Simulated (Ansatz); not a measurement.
The following input was run with Ansatz 0.2.0.

```yaml
crystal:
  lattice:
    - [3.0090921298, 0.0701116251, 0.0]
    - [0.1155804082, 4.7052320717, 0.0]
    - [0.0, 0.0, 5.2466363704]
  atoms:
    - { symbol: Ti, position: [0.0, 0.5, 0.1750330736] }
    - { symbol: Al, position: [0.5, 0.5, 0.6739036982] }
    - { symbol: Al, position: [0.5, 0.0, 0.3943043369] }
    - { symbol: Al, position: [0.0, 0.0, 0.7567578913] }
basis:
  ecutwfc: 420
kpoints:
  mp_grid: { grid: [14, 10, 10] }
hamiltonian:
  xc: pbe
scf:
  occupations: { method: gaussian, width: 0.1 }
output:
  forces: true
  stress: true
  eigenvalues: true
```

Run as
```bash
ansatz run input.yaml --threads 1 --pin off --max-ram 1331MiB --backend cpu --events-out ev --progress --plain --runs-dir out
```

Level of theory: Ansatz, DFT PBE, scalar-relativistic, plane waves, PAW.

Abridged output (iterations and final results):

```
SCF iter   1: F=—  HF=-4111.813946 eV  |F-HF|=—  |Δ(HF+E_count)|=         —  Δρ=4.43e-3  dr2=1.91e-2  ethr=1.77e-3  ⟨swp⟩=5.6  Hψ=37309  notcnv=0
SCF iter   2: F=—  HF=-4111.811940 eV  |F-HF|=—  |Δ(HF+E_count)|=   2.01e-3  Δρ=2.32e-3  dr2=4.89e-3  ethr=9.08e-5  ⟨swp⟩=1.0  Hψ=9936  notcnv=0
SCF iter   3: F=—  HF=-4111.811383 eV  |F-HF|=—  |Δ(HF+E_count)|=   5.57e-4  Δρ=4.51e-4  dr2=2.48e-4  ethr=2.33e-5  ⟨swp⟩=2.3  Hψ=8957  notcnv=0
SCF iter   4: F=—  HF=-4111.811356 eV  |F-HF|=—  |Δ(HF+E_count)|=   2.67e-5  Δρ=8.99e-5  dr2=7.12e-6  ethr=1.18e-6  ⟨swp⟩=2.3  Hψ=8951  notcnv=0
SCF iter   5: F=—  HF=-4111.811365 eV  |F-HF|=—  |Δ(HF+E_count)|=   8.79e-6  Δρ=2.60e-5  dr2=4.22e-7  ethr=3.39e-8  ⟨swp⟩=2.4  Hψ=9650  notcnv=0
SCF iter   6: F=-4111.811365 eV  HF=-4111.811365 eV  |F-HF|=9.01e-9  |Δ(HF+E_count)|=   1.63e-9  Δρ=5.47e-6  dr2=2.90e-8  ethr=4.76e-10  ⟨swp⟩=5.1  Hψ=28768  notcnv=0
SCF 1 converged in 6 iterations: F = -4111.811365 eV  dr2 = 2.90e-8
SCF converged after 6 iterations
Free energy (F): -4111.811365 eV
Harris-Foulkes:  -4111.811365 eV  (|F-HF|=9.01e-9)
Internal energy: -4111.797378 eV  (E = F + TS)
E sigma→0 (E₀):  -4111.804371 eV
Entropy (-TS):   -0.013987 eV (-3.497 meV/atom)
Fermi energy:    7.857521 eV
--- Per-component energies (eV) ---
  E_band       = -191.202371
  E_kinetic    = 335.723750
  E_local      = -1314.686427  (includes V_loc(G=0)·N_el)
  E_nonlocal   = 40.495797
  E_hartree    = 567.464554
  E_xc         = -214.418573
  E_vxc        = -205.755769  (∫ρ·V_xc dr)
  E_paw        = -2449.850995  (= ΣΔE_a)
  E_vpaw       = -181.911758  (= ΣTr[D̂ρ^β])
  E_aug_tail   = 0.000117  (compensation charges beyond the density's cutoff)
  E_ewald      = -1076.525602
  E_smearing   = -0.013987  (= −TS)
--- Forces (eV/Å), atoms counted from 1 ---
  atom   1  Ti     0.00000000     0.00000000    -0.23430085
  atom   2  Al     0.00000000     0.00000000     0.31530103
  atom   3  Al     0.00000000     0.00000000    -3.27090851
  atom   4  Al     0.00000000     0.00000000     3.18992417
--- Stress (GPa, compression-positive) ---
       -3.209234      -2.803700       0.000000
       -2.803701      -7.281806       0.000000
        0.000000       0.000000      -1.733135
  P = ⅓ Tr σ = -4.0747 GPa (-40.747 kbar)
--- Band table (eV; the first three rows and the last of 432) ---
  k-point 0: bands = ["-49.1988", "-25.5394", "-25.4498", "-25.2051", "-2.0354", "3.5388", "4.3957", "4.5931", "4.9298", "7.4018", "7.5362", "9.6557", "9.6964", "10.1289", "10.5432"]
  k-point 1: bands = ["-49.1988", "-25.5394", "-25.4499", "-25.2051", "-2.0016", "3.1427", "4.3910", "4.6238", "5.3987", "7.4402", "7.4996", "9.6434", "9.6968", "9.8034", "10.8438"]
  k-point 2: bands = ["-49.1988", "-25.5394", "-25.4500", "-25.2051", "-1.9072", "2.4932", "4.3789", "4.7651", "6.1747", "7.3722", "7.5503", "9.4888", "9.6121", "9.7008", "10.3724"]
  k-point 431: bands = ["-49.1730", "-25.5167", "-25.4476", "-25.4227", "3.0531", "3.3781", "4.0525", "4.8681", "5.4166", "6.4756", "7.3749", "7.8103", "8.9281", "9.1605", "9.3559"]
```

Self-consistency was reached.